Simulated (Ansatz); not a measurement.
## AlNi under changes of volume

One of the cells (11.956 Å³/atom); the others are scaled copies at fixed shape and fractional positions:

```xyz
2
Lattice="2.8810 0.0000 0.0000 0.0000 2.8810 0.0000 0.0000 0.0000 2.8810" Properties=species:S:1:pos:R:3 pbc="T T T"
Ni    1.4405    1.4405    1.4405
Al    0.0000    0.0000    0.0000
```

| Item | Value |
| --- | --- |
| Program | Ansatz 0.2.0 |
| Functional | PBEsol |
| Potentials or basis | all-electron LAPW, scalar-relativistic |
| Cutoff | 277 eV (chosen from the basis error) |
| Basis error allowed | 0.0005 eV/atom |
| k mesh | 9 × 9 × 9 |
| Occupations | fermi-dirac, width 0.05 eV |
| Spin | collinear spin, ferromagnetic start |
| Starting moments | [1.0, 0.0] μB |

| volume (Å³/atom) | energy over the lowest point (meV/atom) | pressure (GPa) |
| --- | --- | --- |
| 11.239 | 11.11 | 7.8 |
| 11.478 | 2.61 | 3.7 |
| 11.717 | 0.00 | 0.0 |
| 11.956 | 2.67 | -3.4 |
| 12.196 | ? | ? |
| 12.435 | 21.73 | -9.1 |
| 12.674 | 37.20 | -11.5 |

Question: What does the run at 12.196 Å³/atom give?

Answer: Energy over the lowest point 10.08 meV/atom; pressure -6.4 GPa.

Worked out: A Birch-Murnaghan fit of order 3 (a polynomial in V^(-2/3)) to the other rows has its minimum at 11.71 Å³/atom with B0 = V·E''(V) = 173 GPa and B' = 4.3. It gives 10.09 meV/atom at 12.196 Å³/atom, against the run's 10.08, and -dE/dV = -6.4 GPa, against -6.4.

Energies are extrapolated to zero smearing.

Caveats: the starting moments weren't kept.
